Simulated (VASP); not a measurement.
## TiC: single point with PBE

TiC:

```
Ti C
1.0
     0.00000    2.16572    2.16572
     2.16572    0.00000    2.16572
     2.16572    2.16572    0.00000
Ti C
1 1
Direct
  0.98208 0.02153 0.99282
  0.48439 0.50743 0.51417
```

The cell is a database's computed one.

The cell isn't the ideal one: atoms moved at random, drawn with an rms of 0.05 Å.

```yaml
Program: VASP 6.6.1
Task: single point
Functional: PBE
Potentials_or_basis: VASP PAW PBE potentials, release 64 (Ti_sv, C)
Cutoff: 520 eV
k_mesh: 11 × 11 × 11
Occupations: fermi-dirac, width 0.05 eV
Spin: no spin polarisation
Further_INCAR_settings: ALGO = Normal; EDIFF = 1e-07; NBANDS = 15
```

- Pressure: 0.9 GPa
- Largest force: 0.550 eV/Å
- Band gap on the k mesh: none (metal or under the smearing width)

Forces on the atoms (eV/Å):
```
Ti   0.147  0.474 -0.239
C   -0.147 -0.474  0.239
```

Stress tensor (GPa, compression positive):
```
 0.66 -0.13  0.07
-0.13  1.34  0.21
 0.07  0.21  0.78
```

Levels at points of the mesh, in eV from the Fermi level:
| k point | band 4 | band 5 | band 6 | band 7 | band 8 | band 9 | band 10 | band 11 | band 12 | band 13 |
| --- | --- | --- | --- | --- | --- | --- | --- | --- | --- | --- |
| (0.00, 0.00, 0.00) | -32.69 | -12.47 | 0.48 | 0.52 | 0.61 | 1.17 | 1.46 | 1.75 | 1.90 | 2.11 |

Run time: 120 s on 1 thread of Intel(R) Xeon(R) Platinum 8488C (Sapphire Rapids), on a shared host, peak memory 0.3 GiB.
